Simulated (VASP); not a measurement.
# Ce (Fm-3m) in VASP: notebook, part 2 of 2

VASP 6.6.1. The steps go on from the part before.

**4. Single point, r2SCAN, collinear spin, ferromagnetic start**

Input file INCAR:

```
  PREC = Accurate
  ENCUT = 450
  EDIFF = 1E-6
  ISMEAR = 1
  SIGMA = 0.15
  LREAL = False
  LASPH = True
  NELM = 100
  ALGO = Normal
  ISIF = 2
  LWAVE = False
  LCHARG = False
  ISPIN = 2
  MAGMOM = 1
  LORBIT = 11
  LMAXMIX = 6
  METAGGA = R2SCAN
  LMIXTAU = True
  NBANDS = 16
  ADDGRID = False
```

Input file KPOINTS:

```
Automatic mesh
0
Gamma
  3 3 3
```

Input file POSCAR:

```
Ce
1.0
    0.0000000000      2.5806000000      2.5806000000
    2.5806000000      0.0000000000      2.5806000000
    2.5806000000      2.5806000000      0.0000000000
Ce
1
Direct
    0.0000000000      0.0000000000      0.0000000000
```

Potentials or basis: VASP PAW PBE potentials, release 64 (Ce).

Command:

```bash
> cat potpaw_PBE.64/Ce/POTCAR > POTCAR
> mpirun -np 1 vasp_std > vasp.out
```

OUTCAR:

```text
PREC = Accurate
   ENCUT = 450
   EDIFF = 1E-6
   ISMEAR = 1
   LREAL = False
   LASPH = True
   NELM = 100
   ISIF = 2
   ISPIN = 2
   LORBIT = 11
   METAGGA = R2SCAN

 Found      4 irreducible k-points:

 Following reciprocal coordinates:
            Coordinates               Weight
  0.000000  0.000000  0.000000      1.000000
  0.333333  0.000000  0.000000      8.000000
  0.333333  0.333333  0.000000      6.000000
 -0.333333  0.333333  0.000000     12.000000
   k-points           NKPTS =      4   k-points in BZ     NKDIM =      4   number of bands    NBANDS=     16
   number of dos      NEDOS =    301   number of ions     NIONS =      1
   total plane-waves  NPLWV =  21952
   dimension x,y,z NGX =    28 NGY =   28 NGZ =   28
   dimension x,y,z NGXF=    56 NGYF=   56 NGZF=   56
   ions per type =               1
   NGX,Y,Z   is equivalent  to a cutoff of  12.75, 12.75, 12.75 a.u.
   NGXF,Y,Z  is equivalent  to a cutoff of  25.51, 25.51, 25.51 a.u.
 SYSTEM =  unknown system
   PREC   = accura    normal or accurate (medium, high low for compatibility)
   ISTART =      0    job   : 0-new  1-cont  2-samecut
   ICHARG =      2    charge: 1-file 2-atom 10-const
   ISPIN  =      2    spin polarized calculation?
   LNONCOLLINEAR =      F non collinear calculations
   LSORBIT =      F    spin-orbit coupling
   LASPH  =      T    aspherical Exc in radial PAW
   ENCUT  =  450.0 eV  33.07 Ry    5.75 a.u.   6.31  6.31  6.31*2*pi/ulx,y,z
   NELM   =    100;   NELMIN=  2; NELMDL= -5     # of ELM steps
   EDIFF  = 0.1E-05   stopping-criterion for ELM
   LREAL  =      F    real-space projection
   EDIFFG = 0.1E-04   stopping-criterion for IOM
   NSW    =      0    number of steps for IOM
   IBRION =     -1    ionic relax: 0-MD 1-quasi-New 2-CG
   NFREE  =      0    steps in history (QN), initial steepest desc. (CG)
   ISIF   =      2    stress and relaxation
   ISYM   =      2    0-nonsym 1-usesym 2-fastsym
   POTIM  = 0.5000    time-step for ionic-motion
   TEBEG  =    0.0;   TEEND  =   0.0 temperature during run
   PSTRESS=    0.0 pullay stress
   NELECT =      12.0000    total number of electrons
   NUPDOWN=      -1.0000    fix difference up-down
   EMIN   =  10.00;   EMAX   =-10.00  energy-range for DOS
   EFERMI =   0.00;   METHOD = LEGACY
   ISMEAR =     1;   SIGMA  =   0.15  broadening in eV -4-tet -1-fermi 0-gaus
   EFERMI_NEDOS =   21; number of points for ismear=-14 and -15
   IALGO  =     38    algorithm
   IMIX   =      4    mixing-type and parameters
     AMIX     =   0.40;   BMIX     =  1.00
     AMIX_MAG =   1.60;   BMIX_MAG =  1.00
  volume/ion in A,a.u.               =      34.37       231.95
  Fermi-wavevector in a.u.,A,eV,Ry     =   1.152757  2.178395 18.080094  1.328849
  Thomas-Fermi vector in A             =   2.289406
[... 29 lines left out ...]
 cond. band min:       7.4003950440   @ k =   0.3333   0.0000   0.0000
 fundamental gap:      0.1822405090
 Fermi energy:         7.3778054774

 spin component 1

 k-point     1 :       0.0000    0.0000    0.0000
  band No.  band energies     occupation
      1     -28.8421      1.00000
      2     -10.4197      1.00000
      3     -10.4189      1.00000
      4     -10.4189      1.00000
      5       3.1628      1.00000
      6       6.3554      1.00000
[... 52 lines left out ...]
      2     -11.4742      1.00000
      3     -11.4599      1.00000
      4     -10.7651      1.00000
      5       5.7288      1.00000
      6       6.8745      1.00001
[... 8 lines left out ...]
     15      10.8514      0.00000
     16      12.4026      0.00000
 Fermi energy:         7.3778054774

 spin component 2

 k-point     1 :       0.0000    0.0000    0.0000
  band No.  band energies     occupation
      1     -28.1973      1.00000
      2      -9.9143      1.00000
      3      -9.9143      1.00000
      4      -9.9142      1.00000
      5       4.1110      1.00000
      6       8.7345     -0.00000
[... 53 lines left out ...]
      3     -10.9451      1.00000
      4     -10.2673      1.00000
      5       6.2946      1.00000
      6       7.6642     -0.01059
[... 8 lines left out ...]
     15      10.9898      0.00000
     16      12.9735      0.00000

------------------------ aborting loop because EDIFF is reached ----------------------------------------

  FORCE on cell =-STRESS in cart. coord.  units (eV):
  Direction    XX          YY          ZZ          XY          YZ          ZX
  --------------------------------------------------------------------------------------
  -------------------------------------------------------------------------------------
  Total       -1.0501289     -1.0501289     -1.0501289     -0.0000000      0.0000000     -0.0000000
  in kB      -48.9509493    -48.9509493    -48.9509493     -0.0000000      0.0000000     -0.0000000
  external PRESSURE =     -48.9509493 kB  Pullay stress =       0.0000000 kB

 VOLUME and BASIS-vectors are now :
 -----------------------------------------------------------------------------
  energy-cutoff  :      450.00
  volume of cell :       34.37
      direct lattice vectors                 reciprocal lattice vectors
     0.000000000  2.580600000  2.580600000    -0.193753391  0.193753391  0.193753391
     2.580600000  0.000000000  2.580600000     0.193753391 -0.193753391  0.193753391
     2.580600000  2.580600000  0.000000000     0.193753391  0.193753391 -0.193753391

 POSITION                                       TOTAL-FORCE (eV/Angst)
 -----------------------------------------------------------------------------------
      0.00000      0.00000      0.00000        -0.000000      0.000000      0.000000
 -----------------------------------------------------------------------------------
    total drift:                               -0.000000      0.000000     -0.000000

  FREE ENERGIE OF THE ION-ELECTRON SYSTEM (eV)
  ---------------------------------------------------
  free  energy   TOTEN  =       -30.9072310504 eV

  energy  without entropy=      -30.9055998209  energy(sigma->0) =      -30.90668731

 total charge

# of ion       s       p       d       f       tot
--------------------------------------------------
    1        2.129   5.610   0.966   1.074   9.779

 magnetization (x)

# of ion       s       p       d       f       tot
--------------------------------------------------
    1        0.010   0.039   0.139   0.999   1.186
```

OSZICAR:

```text
N       E                     dE             d eps       ncg     rms          rms(c)
DAV:   1     0.617851761870E+02    0.61785E+02   -0.45947E+03   264   0.823E+02
DAV:   2    -0.280195052578E+02   -0.89805E+02   -0.80538E+02   360   0.149E+02
[... 12 lines left out ...]
DAV:  15    -0.309075344320E+02    0.52627E-03   -0.20031E-03   296   0.355E-01    0.156E-01
DAV:  16    -0.309073667175E+02    0.16771E-03   -0.63187E-04   352   0.146E-01    0.710E-02
DAV:  17    -0.309072533875E+02    0.11333E-03   -0.25767E-04   288   0.113E-01    0.346E-02
DAV:  18    -0.309072281161E+02    0.25271E-04   -0.15393E-04   328   0.787E-02    0.799E-03
DAV:  19    -0.309072308682E+02   -0.27521E-05   -0.41950E-05   368   0.368E-02    0.916E-03
DAV:  20    -0.309072310504E+02   -0.18219E-06   -0.32842E-06   312   0.149E-02
   1 F= -.30907231E+02 E0= -.30906687E+02  d E =-.163123E-02  mag=     1.5643
```

Wall time 23 s (1 thread of AMD EPYC 9R45 (Zen 5), shared host); peak memory 0.16 GiB.

The run converged, but some of its settings lie outside the range that counts as converged, so its numbers aren't taken as properties of the crystal.

Results:

```
Free energy                                           : -30.9072 eV
Pressure                                              : -4.9 GPa
Band gap on the k mesh                                : none (metal or under the smearing width)
Net moment                                            : 1.56 μB per cell
Site moments                                          : Ce +1.19 μB
Valence electrons inside the program's atomic spheres : Ce 9.78
```

Caveat: the k mesh is coarse (spacing up to 0.70 Å⁻¹), so the values aren't converged; the magnetic or orbital state may not be the lowest; the PAW data sets were made with another functional, which shifts forces and pressure a little; spin-orbit coupling is left out, which moves the levels of the heavy elements.

**5. Single point, r2SCAN, collinear spin, ferromagnetic start**

INCAR is that of step 4.

KPOINTS is that of step 4.

Input file POSCAR:

```
Ce
1.0
   -0.0014590000      2.6450560000      2.5959010000
    2.4929090000     -0.0085020000      2.6029440000
    2.4890890000      2.6482780000     -0.0046820000
Ce
1
Direct
    0.0101940000     -0.0185160000      0.0163130000
```

Potentials or basis: VASP PAW PBE potentials, release 64 (Ce).

Command:

```bash
> cat potpaw_PBE.64/Ce/POTCAR > POTCAR
> mpirun -np 1 vasp_std > vasp.out
```

OUTCAR:

```text
PREC = Accurate
   ENCUT = 450
   EDIFF = 1E-6
   ISMEAR = 1
   LREAL = False
   LASPH = True
   NELM = 100
   ISIF = 2
   ISPIN = 2
   LORBIT = 11
   METAGGA = R2SCAN

 Found     14 irreducible k-points:

 Following reciprocal coordinates:
            Coordinates               Weight
  0.000000  0.000000  0.000000      1.000000
  0.333333  0.000000  0.000000      2.000000
  0.000000  0.333333 -0.000000      2.000000
  0.333333  0.333333 -0.000000      2.000000
 -0.333333  0.333333 -0.000000      2.000000
 -0.000000 -0.000000  0.333333      2.000000
   k-points           NKPTS =     14   k-points in BZ     NKDIM =     14   number of bands    NBANDS=     16
   number of dos      NEDOS =    301   number of ions     NIONS =      1
   total plane-waves  NPLWV =  21952
[... 314 lines left out ...]
  Total       -0.7648411     -1.3965402     -1.1918039      0.0116661     -0.0015441     -0.0062233
  in kB      -35.6524759    -65.0986418    -55.5550136      0.5438041     -0.0719771     -0.2900951
  external PRESSURE =     -52.1020438 kB  Pullay stress =       0.0000000 kB

 VOLUME and BASIS-vectors are now :
 -----------------------------------------------------------------------------
  energy-cutoff  :      450.00
  volume of cell :       34.37
      direct lattice vectors                 reciprocal lattice vectors
    -0.001459000  2.645056000  2.595901000    -0.200555131  0.188840357  0.192693816
     2.492909000 -0.008502000  2.602944000     0.200373936 -0.187990534  0.191662869
     2.489089000  2.648278000 -0.004682000     0.200954406  0.188389733 -0.191844065

 POSITION                                       TOTAL-FORCE (eV/Angst)
 -----------------------------------------------------------------------------------
      2.48734      0.06182      2.58113         0.000000      0.000000     -0.000000
 -----------------------------------------------------------------------------------
    total drift:                               -0.000001     -0.000004      0.000002

  FREE ENERGIE OF THE ION-ELECTRON SYSTEM (eV)
  ---------------------------------------------------
  free  energy   TOTEN  =       -30.8967270559 eV

  energy  without entropy=      -30.8943847754  energy(sigma->0) =      -30.89594630

 total charge

# of ion       s       p       d       f       tot
--------------------------------------------------
    1        2.129   5.610   0.968   1.071   9.778

 magnetization (x)

# of ion       s       p       d       f       tot
--------------------------------------------------
    1        0.010   0.038   0.137   0.996   1.181
```

stdout:

```text
POSCAR found type information on POSCAR Ce
 POSCAR found :  1 types and       1 ions
 scaLAPACK will be used
 -----------------------------------------------------------------------------
|                                                                             |
|                                                                             |
|     You enforced a specific xc type in the INCAR file but a different       |
|     I HOPE YOU KNOW WHAT YOU ARE DOING!                                     |
|                                                                             |
 -----------------------------------------------------------------------------

 LDA part: xc-table for (None), standard interpolation
 POSCAR, INCAR and KPOINTS ok, starting setup
 FFT: planning ... GRIDC
 FFT: planning ... GRID_SOFT
 FFT: planning ... GRID
 WAVECAR not read
 entering main loop
```

Run time: 60 s. Hardware: 1 thread of AMD EPYC 9R45 (Zen 5), shared host; peak memory 0.17 GiB.

These settings aren't checked as converged: the numbers below hold their error.

Results:

- Free energy: -30.8967 eV
- Pressure: -5.2 GPa
- Band gap on the k mesh: none (metal or under the smearing width)
- Net moment: 1.56 μB per cell
- Site moments: Ce +1.18 μB
- Valence electrons inside the program's atomic spheres: Ce 9.78

Caveat: the k mesh is coarse (spacing up to 0.70 Å⁻¹), so the values aren't converged; the magnetic or orbital state may not be the lowest; the PAW data sets were made with another functional, which shifts forces and pressure a little; spin-orbit coupling is left out, which moves the levels of the heavy elements.

**6. Single point, r2SCAN, collinear spin, ferromagnetic start**

Edit INCAR of step 5 so:

```diff
@@ -1,3 +1,3 @@
   PREC = Accurate
-  ENCUT = 450
+  ENCUT = 300
   EDIFF = 1E-6
```

Input file KPOINTS:

```
Automatic mesh
0
Gamma
  4 4 4
```

Input file POSCAR:

```
Ce
1.0
    0.0000000000      2.5806000000      2.5806000000
    2.5806000000      0.0000000000      2.5806000000
    2.5806000000      2.5806000000      0.0000000000
Ce
1
Direct
    0.0000000000      0.0000000000      0.0000000000
```

Potentials or basis: VASP PAW PBE potentials, release 64 (Ce).

Command:

```bash
> cat potpaw_PBE.64/Ce/POTCAR > POTCAR
> mpirun -np 1 vasp_std > vasp.out
```

It took 2.1 min on 1 thread of AMD EPYC 9R45 (Zen 5), shared host; peak memory 0.14 GiB.

These settings aren't checked as converged: the numbers below hold their error.

Results:

```
Free energy                                           : -30.5891 eV
Band gap on the k mesh                                : none (metal or under the smearing width)
Net moment                                            : 1.76 μB per cell
Site moments                                          : Ce +1.24 μB
Valence electrons inside the program's atomic spheres : Ce 9.73
```

Caveat: the k mesh is coarse (spacing up to 0.53 Å⁻¹), so the values aren't converged; the cutoff is under 1.25 times the usual one of these potentials, so pressure, stress and relaxed cells hold a basis-set (Pulay) error; the magnetic or orbital state may not be the lowest; the PAW data sets were made with another functional, which shifts forces and pressure a little; spin-orbit coupling is left out, which moves the levels of the heavy elements.

**7. The reference run**

An earlier run on the cell as given: functional PBE; potentials or basis VASP PAW PBE potentials, release 64 (Ce); cutoff 520 eV; k mesh 9 × 9 × 9; occupations fermi-dirac, width 0.05 eV; collinear spin, ferromagnetic start; starting moments [1.0] μB.

* Pressure: -5.1 GPa
* Band gap on the k mesh: none (metal or under the smearing width)
* Net moment: 0.82 μB per cell
* Site moments: Ce +0.68 μB
* Valence electrons inside the program's atomic spheres: Ce 9.66
